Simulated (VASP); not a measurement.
Here is a VASP 6.6.1 calculation.

INCAR

```
SYSTEM = W
ALGO     = Normal         ! electronic algorithm
EDIFF    = 1E-6           ! SCF threshold, eV
EDIFFG   = -0.01          ! ionic threshold
ENCUT    = 600            ! plane-wave cutoff, eV
GGA      = PE             ! functional
IBRION   = 2              ! ionic algorithm
ISIF     = 3              ! what is computed and relaxed
ISMEAR   = 1              ! smearing method
LASPH    = .TRUE.         ! aspherical terms in the spheres
LCHARG   = .FALSE.        ! write CHGCAR
LREAL    = .FALSE.        ! projectors in reciprocal space
LWAVE    = .FALSE.        ! write WAVECAR
NELM     = 80             ! most SCF steps
NSW      = 90             ! ionic steps
PREC     = Accurate       ! precision mode
SIGMA    = 0.1            ! smearing width, eV
```

File KPOINTS:

```
k-points
0
G
  16 16 16
  0 0 0
```

POSCAR

```
W
1.0
   -1.5823450000      1.5823450000      1.5823450000
    1.5823450000     -1.5823450000      1.5823450000
    1.5823450000      1.5823450000     -1.5823450000
W
1
Direct
    0.0000000000      0.0000000000      0.0000000000
```

Potentials or basis: VASP PAW PBE potentials, release 64 (W_sv).

Run with:

```console
$ cat potpaw_PBE.64/W_sv/POTCAR > POTCAR
$ mpirun -np 1 vasp_std > vasp.out
```

**Question.** What does it give for the space group after relaxing (to 0.05 Å)?

**Answer.** Im-3m (No. 229).

**Question.** Estimate the relaxed volume.

**Answer.** 16.15 Å³/atom.

Final structure:
```
W
1.0
    -1.59231    1.59231    1.59231
     1.59231   -1.59231    1.59231
     1.59231    1.59231   -1.59231
W
1
Direct
  0.00000 0.00000 0.00000
```

Spin-orbit coupling is left out, which matters for the levels of W. Zero-point motion and thermal expansion aren't in these numbers.
